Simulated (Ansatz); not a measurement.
A plane-wave DFT run in Ansatz 0.2.0 (scalar-relativistic PAW potentials unless the input names others): input and command.

```yaml
crystal:
  lattice:
    - [-1.6079833, 1.6079833, 1.5604567]
    - [1.6079833, -1.6079833, 1.5604567]
    - [1.6079833, 1.6079833, -1.5604567]
  atoms:
    - { symbol: Pt, position: [0.0, 0.0, 0.0] }
kpoints:
  mp_grid: { grid: [11, 11, 11] }
hamiltonian:
  xc: pbe
  dispersion: d3bjatm
scf:
  occupations: { method: gaussian, width: 0.15 }
output:
  forces: true
  eigenvalues: true
  stress: true
```

```bash
ansatz run input.yaml --threads 1 --pin off --max-ram 2560MiB --backend cpu --events-out ev --progress --plain --runs-dir out
```

Abridged log:
```
Pseudopotentials: kind: paw
Pseudopotential: Pt, paw, valence charge 18, recommended cutoff 420 eV (normal)
Functional definition: PBE
Crystal: 1 atom, lattice volume = 16.139 Å³
Basis set: ecut = 420 eV, 321 PW (Γ), exchange–correlation on 40×40×40 points (8 copies of the dense FFT grid, shifted against one another)
Bands: 13, of which v1, the nominal top of the filled ones, is band 9 counted from 1 (8 counted from 0)
Symmetry: 16 space group operations
Space group: I4/mmm (ITA 139), of the structure as read, at distance tolerance 2.5e-5 Å
k-points: 126 of 1331
Initial density: superposition of atomic densities (neutral atoms: chi_scale 0, normalization atom), corrected by the library's trained network
Initial wavefunctions: pseudopotential atomic-orbital guess
Functional: x = pbe(κ = 0.804, μ = 0.21951497), c = pbe(β = 0.06672455)
SCF iter   1: F=—  HF=-12523.532433 eV  |F-HF|=—  |Δ(HF+E_count)|=         —  Δρ=3.81e-3  dr2=8.20e-4  ethr=1.77e-3  ⟨swp⟩=4.9  Hψ=8577  notcnv=0
SCF iter   2: F=—  HF=-12523.532825 eV  |F-HF|=—  |Δ(HF+E_count)|=   3.92e-4  Δρ=2.03e-3  dr2=1.76e-4  ethr=4.55e-6  ⟨swp⟩=1.9  Hψ=3092  notcnv=0
SCF iter   3: F=—  HF=-12523.533021 eV  |F-HF|=—  |Δ(HF+E_count)|=   1.97e-4  Δρ=4.46e-4  dr2=2.18e-5  ethr=9.77e-7  ⟨swp⟩=2.3  Hψ=2154  notcnv=0
SCF iter   4: F=—  HF=-12523.533019 eV  |F-HF|=—  |Δ(HF+E_count)|=   2.74e-6  Δρ=6.95e-5  dr2=2.28e-7  ethr=1.21e-7  ⟨swp⟩=2.0  Hψ=2268  notcnv=0
SCF iter   5: F=-12523.533019 eV  HF=-12523.533019 eV  |F-HF|=3.53e-9  |Δ(HF+E_count)|=   2.74e-7  Δρ=1.15e-5  dr2=1.21e-8  ethr=1.27e-9  ⟨swp⟩=2.7  Hψ=2721  notcnv=0
SCF iter   6: F=-12523.533019 eV  HF=-12523.533019 eV  |F-HF|=4.11e-10  |Δ(HF+E_count)|=  9.08e-10  Δρ=2.67e-6  dr2=8.37e-10  ethr=6.71e-11  ⟨swp⟩=2.1  Hψ=5055  notcnv=0
SCF 1 converged in 6 iterations: F = -12523.533019 eV  dr2 = 8.37e-10
SCF converged after 6 iterations
Free energy (F): -12523.533019 eV
Harris-Foulkes:  -12523.533019 eV  (|F-HF|=4.11e-10)
Internal energy: -12523.513523 eV  (E = F + TS)
E sigma→0 (E₀):  -12523.523271 eV
Entropy (-TS):   -0.019496 eV (-19.496 meV/atom)
Fermi energy:    21.151108 eV
  E_disp       = -0.629381  (pairwise vdW)
--- Forces (eV/Å), atoms counted from 1 ---
  atom   1  Pt     0.00000000     0.00000000     0.00000000
--- Stress (GPa, compression-positive) ---
       -8.257726       0.000000       0.000000
        0.000000      -8.257726       0.000000
        0.000000       0.000000     -12.339121
  P = ⅓ Tr σ = -9.6182 GPa (-96.182 kbar)
```

Apart from outputs and empty bands, the input differs from a reference run on usual settings in hamiltonian.xc: "lda" → "pbe"; hamiltonian.dispersion: not typed → "d3bjatm"; kpoints.mp_grid.grid: [22, 22, 22] → [11, 11, 11]; basis.ecutwfc: 520.0 → not typed. The reference, at the same geometry (not necessarily relaxed), gave pressure -18.82 GPa, largest force 0.000 eV/Å, no gap on the mesh. This run converged in 6 SCF iterations (reference: 6) with a total energy on another zero, pressure -9.62 GPa, largest force 0.000 eV/Å, no gap on the mesh. Its k mesh is looser than usual. The Hamiltonian differs as well, so the change in the result can't be put down to that alone.

It took 1.2 s on 1 thread of Arm Neoverse V2 (shared host), peak memory 0.27 GiB.